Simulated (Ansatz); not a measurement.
# BN in Ansatz: a series of runs

One slab, BN, is run at these levels: PBEsol, RPBE, revPBE, BLYP, r2SCAN; tasks: projected density of states.

All numbers are computed with Ansatz 0.2.0; they aren't measurements. Logs are shortened: lines on timing, memory, paths and dates and some standing lists are left out, and cuts for length are marked.

### 1 The cell of the first run

The cell holds a slab with vacuum, 8 atoms: a = 2.504 Å, b = 2.504 Å, c = 24.992 Å, α = 90.00°, β = 90.00°, γ = 120.00°.

### 2 Projected density of states, PBEsol (the (0 0 1) slab of BN, cut from the database cell, not relaxed)

Contents of input.yaml:

```yaml
crystal:
  lattice:
    - [2.5039917043, 0.0, 0.0]
    - [-1.2519958521, 2.1685204268, 0.0]
    - [0.0, 0.0, 24.9918]
  atoms:
    - { symbol: B, position: [0.6666666667, 0.3333333334, 0.3000984323] }
    - { symbol: "N", position: [0.3333333333, 0.6666666666, 0.3000984323] }
    - { symbol: B, position: [0.3333333333, 0.6666666666, 0.4333661441] }
    - { symbol: "N", position: [0.6666666667, 0.3333333334, 0.4333661441] }
    - { symbol: B, position: [0.6666666667, 0.3333333334, 0.5666338559] }
    - { symbol: "N", position: [0.3333333333, 0.6666666666, 0.5666338559] }
    - { symbol: B, position: [0.3333333333, 0.6666666666, 0.6999015677] }
    - { symbol: "N", position: [0.6666666667, 0.3333333334, 0.6999015677] }
hamiltonian:
  xc: pbesol
  pseudopotentials: { kind: paw }
kpoints:
  mp_grid: { grid: [12, 12, 1] }
scf:
  occupations: { method: fermi_dirac, width: 0.05 }
  n_extra_bands: 20
output:
  forces: true
  eigenvalues: true
  dos: { projected: true, de: 0.05, nscf_kmesh: { grid: [18, 18, 1] } }
  write_density: true
  write_potential: true
  elf: true
  volumetric_format: npy
efield:
  axis: 3
  dipole_correction: true
  ramp_width: 0.04
```

Potentials or basis: Ansatz PAW.

On the command line:

```bash
ansatz run input.yaml --threads 4 --pin off --max-ram 11264MiB --backend cpu --events-out ev --progress --plain --runs-dir out
```

The program printed:

```text
Warning: RAYON_NUM_THREADS=4 ignored (pool sized by the plan → 4); use --threads N
scf.n_extra_bands = 20 over 16 filled bands (N_el = 32.0): the run solves 36 bands
Engine: ansatz 0.2.0, aarch64-unknown-linux-gnu
Pseudopotentials: kind: paw
Pseudopotential: B, paw, valence charge 3, recommended cutoff 420 eV (normal), B.paw.azcp
Pseudopotential: N, paw, valence charge 5, recommended cutoff 420 eV (normal), N.paw.azcp
Functional definition: PBEsol
  exchange = pbesol_x
  correlation = pbesol_c
Crystal: 8 atoms, lattice volume = 135.704 Å³
Basis set: ecut = 420 eV, 2645 PW (Γ), exchange–correlation on 36×36×360 points (8 copies of the dense FFT grid, shifted against one another)
Bands: 36, of which v1, the nominal top of the filled ones, is band 16 counted from 1 (15 counted from 0)
Symmetry: 6 space group operations
k-points: 19 of 144 (time reversal used)
Non-local potential: B, projectors of the file, l = 0: 2, l = 1: 2, l = 2: 1
Non-local potential: N, projectors of the file, l = 0: 2, l = 1: 2, l = 2: 1
PAW form: soft (Blöchl's): semilocal exchange-correlation on the pseudo side does not see the compensation charge
PAW frozen core: B, regenerated for the run's functional, and the local potential with it (the file was generated under x = pbe(κ = 0.804, μ = 0.2195149727645171), c = pbe(β = 0.06672455060314922))
PAW frozen core: N, regenerated for the run's functional, and the local potential with it (the file was generated under x = pbe(κ = 0.804, μ = 0.2195149727645171), c = pbe(β = 0.06672455060314922))
PAW one-centre angular grid: B, 110 points (default); XC on 64 Gauss nodes
PAW one-centre angular grid: N, 110 points (default); XC on 64 Gauss nodes
Initial density: superposition of atomic densities (neutral atoms: chi_scale 0, normalization atom), corrected by the library's trained network
Initial wavefunctions: pseudopotential atomic-orbital guess
Functional: x = pbesol(κ = 0.804, μ = 0.12345679012345678), c = pbesol(β = 0.046)
SCF iter   1: F=—  HF=-2135.110214 eV  |F-HF|=—  |Δ(HF+E_count)|=         —  Δρ=6.47e-3  dr2=5.00e-2  ethr=1.77e-3  p=0.000 e·Å  D=1.14e-13 V/Å  ΔV_dip=-0.00 eV  dr2_dipole=5.51e-9  V_vac-E_F(+/−)=3.40/3.40 eV  ⟨swp⟩=6.2  Hψ=3419  notcnv=0  defer=97
efield: sawtooth ramp at fractional position 0.9800 (placed from the atoms, in the widest stretch of the axis that holds none; the zero of the levels goes with the place), width 0.0400; the density the first Hamiltonian is built on has a dipole p = 0.000 e·Å; the dipole correction subtracts the counter field D = 1.14e-13 V/Å, which shifts the + side's vacuum level by -0.00 eV against the − side's; the planar-averaged density in the ramp window peaks in size at 1.2e-4 e/Å³
preconditioner: auto → none  [insulator: Δε(μ)=4.164 eV  Ē_g=18.199 eV  σ=0.050 eV  W_gap=1.00  n_scr=16 (ndim 8)  ℏωp=18.0 eV  f_vac=0.464  D(μ)=0.00/eV (n_scr^D=0)  ε∞_Penn≈2.0]
SCF iter   2: F=—  HF=-2135.100749 eV  |F-HF|=—  |Δ(HF+E_count)|=   9.47e-3  Δρ=2.29e-3  dr2=5.68e-3  ethr=1.56e-4  p=-0.000 e·Å  D=-6.06e-5 V/Å  ΔV_dip=0.00 eV  dr2_dipole=1.31e-8  V_vac-E_F(+/−)=3.78/3.78 eV  ⟨swp⟩=2.2  Hψ=1168  notcnv=0  defer=279
SCF iter   3: F=—  HF=-2135.099550 eV  |F-HF|=—  |Δ(HF+E_count)|=   1.20e-3  Δρ=7.14e-4  dr2=3.77e-4  ethr=1.78e-5  p=0.000 e·Å  D=7.70e-6 V/Å  ΔV_dip=-0.00 eV  dr2_dipole=3.85e-10  V_vac-E_F(+/−)=3.71/3.71 eV  ⟨swp⟩=2.1  Hψ=698  notcnv=0  defer=279
SCF iter   4: F=—  HF=-2135.099791 eV  |F-HF|=—  |Δ(HF+E_count)|=   2.41e-4  Δρ=1.95e-4  dr2=1.13e-4  ethr=1.18e-6  p=-0.000 e·Å  D=-2.29e-5 V/Å  ΔV_dip=0.00 eV  dr2_dipole=2.21e-9  V_vac-E_F(+/−)=3.79/3.79 eV  ⟨swp⟩=2.6  Hψ=689  notcnv=0  defer=279
SCF iter   5: F=—  HF=-2135.099783 eV  |F-HF|=—  |Δ(HF+E_count)|=   7.55e-6  Δρ=5.98e-5  dr2=2.18e-6  ethr=3.54e-7  p=0.000 e·Å  D=3.42e-6 V/Å  ΔV_dip=-0.00 eV  dr2_dipole=4.58e-11  V_vac-E_F(+/−)=3.77/3.77 eV  ⟨swp⟩=2.0  Hψ=564  notcnv=0  defer=279
SCF iter   6: F=—  HF=-2135.099844 eV  |F-HF|=—  |Δ(HF+E_count)|=   6.14e-5  Δρ=1.40e-5  dr2=1.23e-7  ethr=6.80e-9  p=-0.000 e·Å  D=-2.42e-6 V/Å  ΔV_dip=0.00 eV  dr2_dipole=2.75e-11  V_vac-E_F(+/−)=3.78/3.78 eV  ⟨swp⟩=2.4  Hψ=799  notcnv=0  defer=279
iter 7 met the thresholds in force, and the SCF goes on: an eigenvalue changes by 49.59 meV, over its tolerance of 10.00 meV (output.eigenvalues, Limitations)
SCF iter   7: F=-2135.099845 eV  HF=-2135.099845 eV  |F-HF|=1.03e-7  |Δ(HF+E_count)|=   5.30e-7  Δρ=4.02e-6  dr2=2.14e-8  ethr=3.13e-10  p=0.000 e·Å  D=2.70e-6 V/Å  ΔV_dip=-0.00 eV  dr2_dipole=3.06e-11  V_vac-E_F(+/−)=3.78/3.78 eV  ⟨swp⟩=20.1  Hψ=5843  notcnv=0
SCF iter   8: F=-2135.099845 eV  HF=-2135.099845 eV  |F-HF|=1.82e-9  |Δ(HF+E_count)|=   1.13e-7  Δρ=8.00e-7  dr2=9.12e-10  ethr=6.68e-11  p=-0.000 e·Å  D=-9.12e-7 V/Å  ΔV_dip=0.00 eV  dr2_dipole=3.60e-12  V_vac-E_F(+/−)=3.78/3.78 eV  ⟨swp⟩=12.4  Hψ=4423  notcnv=0
SCF 1 converged in 8 iterations: F = -2135.099845 eV  dr2 = 9.12e-10
NSCF: frozen V_eff on 37 k-points
efield: sawtooth ramp at fractional position 0.9800 (kept from the solve that this one continues, or follows in the run), width 0.0400; the density the first Hamiltonian is built on has a dipole p = -0.000 e·Å; the dipole correction subtracts the counter field D = -9.12e-7 V/Å, which shifts the + side's vacuum level by +0.00 eV against the − side's; the planar-averaged density in the ramp window peaks in size at 4.1e-7 e/Å³
WARN: The output density's exchange-correlation potential varies sharply where the density is thin. Do not read a vacuum level from v_tot or v_xc, or from such a field of the output density. On a cell that repeats whose density bears no net charge and no dipole along the vacuum's axis use v_es (v_loc + v_h of the components); under efield.dipole_correction with no amplitude use v_es + v_field, which holds any external_charges[].barrier, or the levels of the report's work_function block, which leave it out; under a non-zero efield.amplitude the vacuum is tilted and has no level; on a cell that repeats and bears such a dipole with no correction it is tilted too, and efield.dipole_correction with no amplitude gives each side of its ramp a level where efield: is served; in a cell that repeats whose density bears a net charge (total_charge, or a fill off its count) it is curved and has none; of a slab under crystal.periodic whose density bears no net charge use v_es, which has a level on each side, short of where the two are joined; of another it falls or rises all the way out and has none; of a slab beside external_charges read slab_vacuum_level instead, which it has where they leave it neutral. The grid or the basis barely resolves most such structure, and the values can differ between equally converged runs; as a rule a tighter scf.convergence.dr2_threshold does not remove it. Where the density itself ripples (under the LDA too) a higher basis.ecutwfc lessens it. The files hold the spikes' plane waves up to the density's cutoff. Files: v_tot_of_output_density and the like, and their columns of v_z.tsv (output.write_potential); v_xc_of_output_density and the like, and their columns of v_comp_z.tsv (output.write_potential_components). Measured: with its Gaussian average of σ = 0.25 Å subtracted twice, the exchange-correlation potential is over 0.1 eV at 160 of the grid points where the equally averaged density (valence and model cores) is under 1e-3 e/Å³, and 0.212 eV at the most among them, at an averaged density of 7.4e-8 e/Å³. The input density's (outcome.potential() and, of a run that writes arrays, v_tot and v_xc) is over 0.1 eV, so measured, at 54 points of its own thin density, 0.313 eV at the most. See output.write_potential in the manual, Limitations
SCF converged after 8 iterations
an eigenvalue changed by more than its tolerance at an iteration that met the thresholds in force, so the SCF went on 1 time: the last check found none over its tolerance
Free energy (F): -2135.099845 eV
Harris-Foulkes:  -2135.099845 eV  (|F-HF|=1.82e-9)
Internal energy: -2135.099845 eV  (E = F + TS)
E sigma→0 (E₀):  -2135.099845 eV
Fermi energy:    1.853380 eV
Dipole field:    D = 0.000002 V/Å  (p = 0.000002 e·Å, saw-weighted, corrected)
Work function:   Φ+ = 3.7775 eV   Φ− = 3.7776 eV
Levels:          The Fermi level and band energies are counted from a zero that moves with the ramp; work functions are not
--- Per-component energies (eV) ---
  E_band       = -236.994957
  E_kinetic    = 731.054168
  E_local      = -17830.766507  (includes V_loc(G=0)·N_el)
  E_nonlocal   = 231.988858
  E_hartree    = 8588.597180
  E_xc         = -364.801838
  E_vxc        = -454.566144  (∫ρ·V_xc dr)
  E_paw        = -795.718691  (= ΣΔE_a)
  E_vpaw       = -91.901429  (= ΣTr[D̂ρ^β])
  E_aug_tail   = 0.000392  (compensation charges beyond the density's cutoff)
  E_efield     = 0.000000  (sawtooth field / dipole correction)
  E_vefield    = 0.000000  (∫n·V_field dr)
  E_ewald      = 7304.375354
  E_core_change = 0.171239  (= ΣΔE_core)
  E_smearing   = -0.000000  (= −TS)
  E_closure    = -0.000000  (closes the sum)
  Σ components = -2135.099845   (vs F -2135.099845, Δ=0.00e0)
--- Forces (eV/Å), atoms counted from 1 ---
  atom   1  B     -0.00000000     0.00000000     0.02237879
  atom   2  N      0.00000000    -0.00000000    -0.05088920
  atom   3  B      0.00000000    -0.00000000     0.00032771
  atom   4  N     -0.00000000     0.00000000    -0.00007517
  atom   5  B     -0.00000000     0.00000000    -0.00032553
  atom   6  N      0.00000000    -0.00000000     0.00006718
  atom   7  B      0.00000000    -0.00000000    -0.02237800
  atom   8  N     -0.00000000     0.00000000     0.05088484
  max |Σ_I F_I| component: 9.38e-6 eV/Å
--- Band table (eV; the first three rows and the last of 19) ---
  k-point 0: bands = ["-18.0277", "-17.9519", "-17.8600", "-17.7876", "-6.4019", "-5.9183", "-5.2668", "-4.6776", "-1.6042", "-1.6042", "-1.5932", "-1.5932", "-1.5818", "-1.5818", "-1.5752", "-1.5752", "4.6238", "4.8867", "5.5694", "6.3451", "6.6926", "8.0226", "8.4139", "9.6434", "10.6784", "11.2373", "11.2373", "11.2709", "11.2709", "11.3091", "11.3091", "11.3368", "11.3368", "12.0973", "12.1224", "12.5580"]
  k-point 1: bands = ["-17.8917", "-17.8170", "-17.7265", "-17.6552", "-6.2155", "-5.7360", "-5.0904", "-4.5069", "-2.1636", "-2.1520", "-2.1417", "-2.1378", "-1.8667", "-1.8547", "-1.8419", "-1.8339", "4.8599", "5.1110", "5.7920", "6.5565", "6.9066", "8.1874", "8.5829", "9.6840", "10.7770", "11.1185", "11.1530", "11.2221", "11.2621", "11.8310", "11.8638", "11.9013", "11.9284", "12.2063", "12.2732", "12.3145"]
  k-point 2: bands = ["-17.4907", "-17.4194", "-17.3332", "-17.2657", "-5.6641", "-5.1994", "-4.5758", "-4.0119", "-3.5805", "-3.5617", "-3.5465", "-3.5431", "-2.5046", "-2.4905", "-2.4752", "-2.4652", "5.5177", "5.7509", "6.4102", "7.1549", "7.4672", "8.5768", "8.8470", "9.7414", "10.6437", "10.7722", "10.7999", "10.8332", "11.0905", "11.3912", "11.4740", "12.7011", "12.7932", "13.4408", "13.4721", "13.5081"]
  k-point 18: bands = ["-14.2030", "-14.2029", "-14.1963", "-14.1962", "-8.3069", "-8.2639", "-8.2135", "-8.1752", "-7.4252", "-7.4252", "-7.4168", "-7.4168", "-0.3537", "-0.3537", "-0.2966", "-0.2966", "4.3336", "4.3336", "4.4437", "4.4437", "10.4689", "11.1535", "12.1969", "12.9450", "12.9450", "13.2779", "13.2779", "13.4978", "13.9135", "15.4495", "15.4496", "16.2978", "16.2978", "16.3528", "16.5502", "16.9870"]
```

Wall time 6.6 s (4 threads of Arm Neoverse V2, shared host); peak memory 0.46 GiB.

Results:

```yaml
Free_energy: -2135.0998 eV
Largest_force: 0.051 eV/Å
Band_gap_on_the_k_mesh: 4.25 eV, indirect (least direct gap 4.63 eV)
Work_function_of_the_upper_face: 3.78 eV
Work_function_of_the_lower_face: 3.78 eV
Dipole_across_the_slab: 0.000 e·Å
```

Forces on the atoms (eV/Å):
```
B    0.000  0.000  0.022
N    0.000  0.000 -0.051
B    0.000  0.000  0.000
N    0.000  0.000  0.000
B    0.000  0.000  0.000
N    0.000  0.000  0.000
B    0.000  0.000 -0.022
N    0.000  0.000  0.051
```

States per cell in windows of 1 eV (zero at the valence-band top; states under -8 eV left out):
```csv
from (eV),total,N 2p,B 2p,B 2s,N 2s
-8.0,1.81,1.16,0.31,0.24,0.08
-7.0,1.85,1.20,0.29,0.27,0.07
-6.0,2.57,1.61,0.65,0.23,0.06
-5.0,3.96,2.53,1.20,0.16,0.05
-4.0,3.55,2.35,1.06,0.09,0.03
-3.0,3.01,2.11,0.84,0.03,0.01
-2.0,2.77,2.12,0.62,0.01,0.00
-1.0,1.94,1.73,0.19,0.00,0.00
0.0,0.05,0.05,0.00,0.00,0.00
1.0,0.00,0.00,0.00,0.00,0.00
2.0,0.00,0.00,0.00,0.00,0.00
3.0,0.00,0.00,0.00,0.00,0.00
4.0,1.26,0.08,1.12,0.00,0.00
5.0,2.46,0.35,1.65,0.06,0.05
6.0,2.10,0.35,0.99,0.07,0.09
7.0,2.30,0.38,0.84,0.10,0.13
```

Caveat: the PAW data sets come from PBE, with cores solved anew for the run's functional, which leaves a small shift of forces and pressure.

[end of part 1 of 2]
